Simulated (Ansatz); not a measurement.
Runs of Ansatz 0.2.0 on BN. Symmetry: P6_3/mmc, No. 194, hexagonal system. Conventional cell: a = 2.498 Å, b = 2.498 Å, c = 6.636 Å, α = 90.00°, β = 90.00°, γ = 120.00°. N (site symmetry -6m2) has 3 B at 1.44 Å as nearest neighbours. Around B (site symmetry -6m2) lie 3 N at 1.44 Å. 

| task | level | cutoff (eV) | basis error allowed | gap on the mesh (eV) | pressure (GPa) | V0 of scaled cells (Å³/atom) | B0 (GPa) |
| --- | --- | --- | --- | --- | --- | --- | --- |
| single point | PBEsol | 526 | 0.001 eV/atom | 4.18 | 2.1 | - | - |
| band structure | PBEsol | 480 | 0.002 eV/atom | 4.18 | 2.1 | - | - |
| band structure | LDA | 483 | 0.002 eV/atom | (b) | (a) | - | - |
| equation of state | PBEsol | - | 0.001 eV/atom | - | - | 9.04 | 242 |
| single point | PBE | 526 | 0.001 eV/atom | 4.29 | 5.0 | - | - |
| equation of state | PBE | - | 0.001 eV/atom | - | - | 9.15 | 236 |
| equation of state | LDA | - | 0.002 eV/atom | - | - | (c) | 252 |

Alike in all rows: potentials or basis all-electron LAPW, scalar-relativistic; no spin polarisation; cell as given; k mesh 12 × 12 × 4; smearing fermi-dirac 0.05 eV.

Question: Estimate the missing entries.

Answer: (a) -2.8; (b) 4.09; (c) 8.87.

Caveats: this functional lacks dispersion, which binds the layers, so the pressure and a relaxed spacing across them are unreliable (some runs); the cell was scaled at fixed shape and fractional positions, which overstates the stiffness of a crystal with free parameters, most of all of layers and chains (some runs).

A k mesh can miss the band edges.

Not every run made on this cell is shown here.
